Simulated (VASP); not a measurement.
# Os (Im-3m) in VASP: further runs

Runs on Os. Level: PBE. Tasks: single point, relaxation of cell and atoms.

All numbers are computed with VASP 6.6.1; they aren't measurements. Logs are shortened: lines on timing, memory, paths and dates and some standing lists are left out, and cuts for length are marked.

## Step 1: Starting point

It takes space group Im-3m (No. 229, cubic). The conventional cell has a = 3.091 Å, b = 3.091 Å, c = 3.091 Å, α = 90.00°, β = 90.00°, γ = 90.00°. Around Os (site symmetry m-3m) lie 8 Os at 2.68 Å.

This isn't the form of Os at room conditions, which is hcp.

## Step 2: Single point, PBE

The input, INCAR:

```
SYSTEM = Os
ALGO     = Normal         ! electronic algorithm
EDIFF    = 1E-6           ! SCF threshold, eV
ENCUT    = 520            ! plane-wave cutoff, eV
GGA      = PE             ! functional
ISIF     = 2              ! what is computed and relaxed
ISMEAR   = 0              ! smearing method
LASPH    = .True.         ! aspherical terms in the spheres
LCHARG   = .True.         ! write CHGCAR
LELF     = .True.         ! ELF
LREAL    = .False.        ! projectors in reciprocal space
LVHAR    = .True.       
LWAVE    = .False.        ! write WAVECAR
NBANDS   = 10             ! bands
NELM     = 100            ! most SCF steps
PREC     = Accurate       ! precision mode
SIGMA    = 0.1            ! smearing width, eV
```

The input, KPOINTS:

```
k-points
0
Gamma
  18 18 18
  0 0 0
```

The input, POSCAR:

```
Os
1.0
   -1.5455518642      1.5455518642      1.5455518642
    1.5455518642     -1.5455518642      1.5455518642
    1.5455518642      1.5455518642     -1.5455518642
Os
1
Direct
    0.0000000000      0.0000000000      0.0000000000
```

Potentials or basis: VASP PAW PBE potentials, release 64 (Os).

Command:

```
$ cat potpaw_PBE.64/Os/POTCAR > POTCAR
$ mpirun -np 1 vasp_std > vasp.out
```

OUTCAR:

```text
SYSTEM = Os
   EDIFF = 1E-6
   ENCUT = 520
   GGA = PE
   ISIF = 2
   ISMEAR = 0
   LASPH = .True.
   LREAL = .False.
   NELM = 100
   PREC = Accurate

 ion  position               nearest neighbor table
   1  0.000  0.000  0.000-

  LATTYP: Found a body centered cubic cell.
 ALAT       =     3.0911037284

  Lattice vectors:

 A1 = (  -1.5455518642,   1.5455518642,   1.5455518642)
 A2 = (   1.5455518642,  -1.5455518642,   1.5455518642)
 A3 = (   1.5455518642,   1.5455518642,  -1.5455518642)

Analysis of symmetry for initial positions (statically):
=====================================================================
 Subroutine PRICEL returns:
 Original cell was already a primitive cell.

 Routine SETGRP: Setting up the symmetry group for a
 body centered cubic supercell.

 Subroutine GETGRP returns: Found 48 space group operations
 (whereof 48 operations were pure point group operations)
 out of a pool of 48 trial point group operations.

The static configuration has the point symmetry O_h .

Analysis of symmetry for dynamics (positions and initial velocities):
=====================================================================
 Subroutine PRICEL returns:
 Original cell was already a primitive cell.

 Routine SETGRP: Setting up the symmetry group for a
 body centered cubic supercell.

 Subroutine GETGRP returns: Found 48 space group operations
 (whereof 48 operations were pure point group operations)
 out of a pool of 48 trial point group operations.

The dynamic configuration has the point symmetry O_h .

 Subroutine INISYM returns: Found 48 space group operations
 (whereof 48 operations are pure point group operations),
 and found     1 'primitive' translations

----------------------------------------------------------------------------------------

                                     Primitive cell

  volume of cell :      14.7676

  direct lattice vectors                    reciprocal lattice vectors
    -1.545551864  1.545551864  1.545551864     0.000000000  0.323509040  0.323509040
     1.545551864 -1.545551864  1.545551864     0.323509040  0.000000000  0.323509040
     1.545551864  1.545551864 -1.545551864     0.323509040  0.323509040  0.000000000

  length of vectors
     2.676974355  2.676974355  2.676974355     0.457510872  0.457510872  0.457510872

  position of ions in fractional coordinates (direct lattice)
     0.000000000  0.000000000  0.000000000

  ion indices of the primitive-cell ions
   primitive index   ion index
                 1           1

----------------------------------------------------------------------------------------

 KPOINTS: k-points

Automatic generation of k-mesh.
 Grid dimensions read from file:
 generate k-points for:   18   18   18

 Generating k-lattice:

  Cartesian coordinates                     Fractional coordinates (reciprocal lattice)
     0.000000000  0.017972724  0.017972724     0.055555556  0.000000000  0.000000000
     0.017972724  0.000000000  0.017972724     0.000000000  0.055555556  0.000000000
     0.017972724  0.017972724  0.000000000     0.000000000  0.000000000  0.055555556

  Length of vectors
     0.025417271  0.025417271  0.025417271

  Shift w.r.t. Gamma in fractional coordinates (k-lattice)
     0.000000000  0.000000000  0.000000000

 Subroutine IBZKPT returns following result:
 ===========================================

 Found    195 irreducible k-points:

 Following reciprocal coordinates:
            Coordinates               Weight
  0.000000  0.000000  0.000000      1.000000
  0.055556  0.000000  0.000000     12.000000
  0.111111  0.000000  0.000000     12.000000
  0.166667  0.000000  0.000000     12.000000
  0.222222  0.000000  0.000000     12.000000
  0.277778  0.000000  0.000000     12.000000
[... 16 lines left out ...]
  0.333333  0.111111 -0.000000     48.000000
  0.388889  0.111111  0.000000     48.000000
 [... further k-points ...]
   k-points           NKPTS =    195   k-points in BZ     NKDIM =    195   number of bands    NBANDS=     10
   number of dos      NEDOS =    301   number of ions     NIONS =      1
   total plane-waves  NPLWV =   8000
   dimension x,y,z NGX =    20 NGY =   20 NGZ =   20
   dimension x,y,z NGXF=    40 NGYF=   40 NGZF=   40
   ions per type =               1
   NGX,Y,Z   is equivalent  to a cutoff of  12.42, 12.42, 12.42 a.u.
   NGXF,Y,Z  is equivalent  to a cutoff of  24.84, 24.84, 24.84 a.u.
 SYSTEM =  Os
   PREC   = accura    normal or accurate (medium, high low for compatibility)
   ISTART =      0    job   : 0-new  1-cont  2-samecut
   ICHARG =      2    charge: 1-file 2-atom 10-const
   ISPIN  =      1    spin polarized calculation?
   LNONCOLLINEAR =      F non collinear calculations
   LSORBIT =      F    spin-orbit coupling
   LASPH  =      T    aspherical Exc in radial PAW
   ENCUT  =  520.0 eV  38.22 Ry    6.18 a.u.   4.98  4.98  4.98*2*pi/ulx,y,z
   NELM   =    100;   NELMIN=  2; NELMDL= -5     # of ELM steps
   EDIFF  = 0.1E-05   stopping-criterion for ELM
   LREAL  =      F    real-space projection
   EDIFFG = 0.1E-04   stopping-criterion for IOM
   NSW    =      0    number of steps for IOM
   IBRION =     -1    ionic relax: 0-MD 1-quasi-New 2-CG
   NFREE  =      0    steps in history (QN), initial steepest desc. (CG)
   ISIF   =      2    stress and relaxation
   ISYM   =      2    0-nonsym 1-usesym 2-fastsym
   POTIM  = 0.5000    time-step for ionic-motion
   TEBEG  =    0.0;   TEEND  =   0.0 temperature during run
   PSTRESS=    0.0 pullay stress
   NELECT =       8.0000    total number of electrons
   NUPDOWN=      -1.0000    fix difference up-down
   EMIN   =  10.00;   EMAX   =-10.00  energy-range for DOS
   EFERMI =   0.00;   METHOD = LEGACY
   ISMEAR =     0;   SIGMA  =   0.10  broadening in eV -4-tet -1-fermi 0-gaus
   EFERMI_NEDOS =   21; number of points for ismear=-14 and -15
   IALGO  =     38    algorithm
   IMIX   =      4    mixing-type and parameters
     AMIX     =   0.40;   BMIX     =  1.00
     AMIX_MAG =   1.60;   BMIX_MAG =  1.00
  volume/ion in A,a.u.               =      14.77        99.66
  Fermi-wavevector in a.u.,A,eV,Ry     =   1.334549  2.521932 24.232268  1.781021
  Thomas-Fermi vector in A             =   2.463322
   LORBIT       =      0    0 simple, 1 ext, 2 COOP (PROOUT), +10 PAW based schemes
   GGA     = PE    functional components
   LHFCALC =     F    Hartree Fock is set to
   AEXX    =    0.0000 exact exchange contribution
   IVDW    =     0    specifies the selected vdW correction
   LEPSILON=     F    determine dielectric tensor
   LRPA    =     F    only Hartree local field effects (RPA)
 non-spin polarized calculation
 Gauss-broadening in eV      SIGMA  =   0.10
  energy-cutoff  :      520.00
  volume of cell :       14.77
 maximum number of plane-waves:       418
   NGX =  9   NGY =  9   NGZ =  9

 number of electron       7.9999999 magnetization

 Free energy of the ion-electron system (eV)
  ---------------------------------------------------
  ext. energy  EPLUGINS =         0.00000000
  ---------------------------------------------------
  free energy    TOTEN  =       -10.37204605 eV

  energy without entropy =      -10.36556010  energy(sigma->0) =      -10.36880308

 E-fermi :   8.9567     XC(G=0): -13.7332

 val. band max:        8.9538795693   @ k =   0.1667   0.0556   0.0556
 cond. band min:       8.9575668300   @ k =   0.1111   0.0556  -0.0000
 fundamental gap:      0.0036872607
 Fermi energy:         8.9567061770

 k-point     1 :       0.0000    0.0000    0.0000
  band No.  band energies     occupation
      1      -1.7844      2.00000
      2       5.6830      2.00000
      3       5.6830      2.00000
      4       5.6830      2.00000
      5       8.8766      1.74299
      6       8.8766      1.74298
      7      25.1466      0.00000
      8      25.1466      0.00000
      9      25.1466      0.00000
     10      36.7456      0.00000

 k-point     2 :       0.0556    0.0000    0.0000
  band No.  band energies     occupation
      1      -1.6397      2.00000
      2       5.6094      2.00000
      3       5.6756      2.00000
      4       5.8165      2.00000
      5       8.7701      1.99167
      6       8.8810      1.71566
      7      25.2471      0.00000
      8      25.3832      0.00000
      9      25.4026      0.00000
     10      35.1564      0.00000

 k-point     3 :       0.1111    0.0000    0.0000
  band No.  band energies     occupation
      1      -1.2198      2.00000
      2       5.4036      2.00000
      3       5.6360      2.00000
      4       6.2117      2.00000
      5       8.5273      2.00000
      6       8.8980      1.59375
      7      25.4698      0.00000
      8      26.0100      0.00000
      9      26.0753      0.00000
     10      33.2237      0.00000

 k-point     4 :       0.1667    0.0000    0.0000
  band No.  band energies     occupation
      1      -0.5733      2.00000
      2       5.1043      2.00000
      3       5.5377      2.00000
      4       6.8531      2.00000
      5       8.3190      2.00000
      6       8.9364      1.22602
      7      25.5361      0.00000
      8      26.4005      0.00000
      9      27.1749      0.00000
     10      31.9641      0.00000
[... 222 lines left out ...]
 k-point    22 :       0.2778    0.1111    0.0000
  band No.  band energies     occupation
      1       1.7230      2.00000
      2       4.1836      2.00000
      3       5.4816      2.00000
      4       8.3570      2.00000
      5       9.4208      0.00000
      6      10.6025      0.00000
      7      21.5075      0.00000
      8      23.6173      0.00000
      9      27.5365      0.00000
     10      30.7737      0.00000

 k-point    23 :       0.3333    0.1111   -0.0000
  band No.  band energies     occupation
      1       1.8402      2.00000
      2       3.9707      2.00000
      3       6.2539      2.00000
      4       8.5983      2.00000
      5       9.5647      0.00000
      6      11.7839      0.00000
      7      19.5500      0.00000
      8      22.6665      0.00000
      9      26.2839      0.00000
     10      32.2636      0.00000

 k-point    24 :       0.3889    0.1111    0.0000
  band No.  band energies     occupation
      1       1.8149      2.00000
      2       3.8397      2.00000
      3       7.0229      2.00000
      4       8.6734      1.99994
      5       9.8322      0.00000
      6      12.7422      0.00000
      7      17.9624      0.00000
      8      22.0649      0.00000
      9      25.3296      0.00000
     10      33.0413      0.00000

 [... further k-points ...]

------------------------ aborting loop because EDIFF is reached ----------------------------------------

  FORCE on cell =-STRESS in cart. coord.  units (eV):
  Direction    XX          YY          ZZ          XY          YZ          ZX
  --------------------------------------------------------------------------------------
  -------------------------------------------------------------------------------------
  Total        0.0034492      0.0034492      0.0034492      0.0000000      0.0000000      0.0000000
  in kB        0.3742108      0.3742108      0.3742108      0.0000000      0.0000000      0.0000000
  external PRESSURE =       0.3742108 kB  Pullay stress =       0.0000000 kB

 VOLUME and BASIS-vectors are now :
 -----------------------------------------------------------------------------
  energy-cutoff  :      520.00
  volume of cell :       14.77
      direct lattice vectors                 reciprocal lattice vectors
    -1.545551864  1.545551864  1.545551864     0.000000000  0.323509040  0.323509040
     1.545551864 -1.545551864  1.545551864     0.323509040  0.000000000  0.323509040
     1.545551864  1.545551864 -1.545551864     0.323509040  0.323509040  0.000000000

 POSITION                                       TOTAL-FORCE (eV/Angst)
 -----------------------------------------------------------------------------------
      0.00000      0.00000      0.00000         0.000000     -0.000000      0.000000
 -----------------------------------------------------------------------------------
    total drift:                                0.000000      0.000000      0.000000

  FREE ENERGIE OF THE ION-ELECTRON SYSTEM (eV)
  ---------------------------------------------------
  free  energy   TOTEN  =       -10.3720460535 eV

  energy  without entropy=      -10.3655600999  energy(sigma->0) =      -10.36880308
```

Run time: 14 s. Hardware: 1 thread of Intel Xeon Platinum 8488C (Sapphire Rapids), shared host; peak memory 0.15 GiB.

Results:

```
Free energy            : -10.3720 eV
Pressure               : 0.0 GPa
Band gap on the k mesh : none (metal or under the smearing width)
```

Spin-orbit coupling is left out, which matters for the levels of Os.

## Step 3: Relaxation of cell and atoms, PBE

The input, INCAR:

```
SYSTEM = Os
PREC = Accurate ; ENCUT = 600
EDIFF = 1E-6 ; ISMEAR = 0
SIGMA = 0.1 ; LREAL = .FALSE.
LASPH = .TRUE. ; NELM = 100
ALGO = Normal ; ISIF = 3
LWAVE = .FALSE. ; LCHARG = .FALSE.
GGA = PE ; IBRION = 2
NSW = 100 ; EDIFFG = -0.002
```

The input, KPOINTS:

```
regular mesh
0
G
  18 18 18
  0 0 0
```

The input, POSCAR:

```
Os
1.0
   -1.5458317276      1.5458317276      1.5458317276
    1.5458317276     -1.5458317276      1.5458317276
    1.5458317276      1.5458317276     -1.5458317276
Os
1
Direct
    0.0000000000      0.0000000000      0.0000000000
```

Potentials or basis: VASP PAW PBE potentials, release 64 (Os).

Command:

```
$ cat potpaw_PBE.64/Os/POTCAR > POTCAR
$ mpirun -np 1 vasp_std > vasp.out
```

It took 12 s on 1 thread of Intel Xeon Platinum 8488C (Sapphire Rapids), shared host; peak memory 0.16 GiB.

Results (log left out):

- Free energy: -10.3728 eV
- Pressure after relaxing: 0.0 GPa
- Band gap on the k mesh: none (metal or under the smearing width)

Final structure:
```
Os
1.0
    -1.54583    1.54583    1.54583
     1.54583   -1.54583    1.54583
     1.54583    1.54583   -1.54583
Os
1
Direct
  0.00000 0.00000 0.00000
```

Levels at points of the mesh, in eV from the Fermi level:
```csv
k point,band 1,band 2,band 3,band 4,band 5,band 6,band 7,band 8
"(0.00, 0.00, 0.00)",-10.74,-3.27,-3.27,-3.27,-0.08,-0.08,16.19,16.19
"(0.50, 0.00, 0.00)",-7.55,-5.27,-0.23,-0.21,0.53,3.11,8.70,12.43
"(0.50, 0.50, 0.50)",-7.12,-7.12,2.31,2.31,2.31,7.76,7.76,7.76
```

Caveat: the relaxation stopped at its first step, so nothing moved. Spin-orbit coupling is left out, which matters for the levels of Os.

## Step 4: Single point, PBE

This run uses another cell than the first one, of 14.00 Å³/atom, 0.948 times its volume.

The input, INCAR:

```
SYSTEM = Os
ALGO     = Normal         ! electronic algorithm
EDIFF    = 1E-7           ! SCF threshold, eV
ENCUT    = 520            ! plane-wave cutoff, eV
GGA      = PE             ! functional
ISIF     = 2              ! what is computed and relaxed
ISMEAR   = 0              ! smearing method
LASPH    = .TRUE.         ! aspherical terms in the spheres
LCHARG   = .TRUE.         ! write CHGCAR
LELF     = .TRUE.         ! ELF
LREAL    = .FALSE.        ! projectors in reciprocal space
LVHAR    = .TRUE.       
LWAVE    = .FALSE.        ! write WAVECAR
NBANDS   = 10             ! bands
NELM     = 100            ! most SCF steps
PREC     = Accurate       ! precision mode
SIGMA    = 0.1            ! smearing width, eV
```

The input, KPOINTS:

```
k-points
0
G
  8 8 8
  0 0 0
```

The input, POSCAR:

```
Os
1.0
   -1.5182944859      1.5182944859      1.5182944859
    1.5182944859     -1.5182944859      1.5182944859
    1.5182944859      1.5182944859     -1.5182944859
Os
1
Direct
    0.0000000000      0.0000000000      0.0000000000
```

Command:

```
$ cat potpaw_PBE.64/Os/POTCAR > POTCAR
$ mpirun -np 1 vasp_std > vasp.out
```

Wall time 3.9 s (1 thread of Intel Xeon Platinum 8488C (Sapphire Rapids), shared host); peak memory 0.12 GiB.

The run converged. Its results:

| Item | Value |
| --- | --- |
| Free energy | -10.3280 eV |
| Pressure | 21.8 GPa |
| Band gap on the k mesh | none (metal or under the smearing width) |

Levels at points of the mesh, in eV from the Fermi level:
```tsv
k point	band 2	band 3	band 4	band 5	band 6	band 7
(0.00, 0.00, 0.00)	-3.57	-3.57	-3.57	-0.14	-0.14	16.19
(0.50, 0.00, 0.00)	-5.74	-0.28	-0.27	0.55	3.38	9.38
(0.50, 0.50, 0.50)	-7.76	2.49	2.49	2.49	7.99	7.99
```

Caveat: the k mesh is coarse (spacing up to 0.37 Å⁻¹), so the values aren't converged; so large a pressure means that the cell lies far from this level's equilibrium, or that cutoff or potentials fall short.

## Step 5: Overview

| task | cell | k mesh | cutoff (eV) | mesh quality | gap on the mesh (eV) | pressure (GPa) |
| --- | --- | --- | --- | --- | --- | --- |
| single point | Im-3m, 14.77 Å³/atom | 18 × 18 × 18 | 520 | not flagged | none | 0.0 |
| relaxation of cell and atoms | relaxed | 18 × 18 × 18 | 600 | not flagged | none | 0.0 |
| single point | Im-3m, 14.0 Å³/atom | 8 × 8 × 8 | 520 | coarse | none | 21.8 |

Alike in all rows: level PBE; potentials or basis VASP PAW PBE potentials, release 64 (Os); no spin polarisation; smearing gaussian 0.1 eV.

Caveats: some runs use coarse meshes; the relaxation stopped at its first step, so nothing moved (some runs); so large a pressure means that the cell lies far from this level's equilibrium, or that cutoff or potentials fall short (some runs).

Total energies depend on the potentials used, so only differences within one code and one set of settings carry meaning.
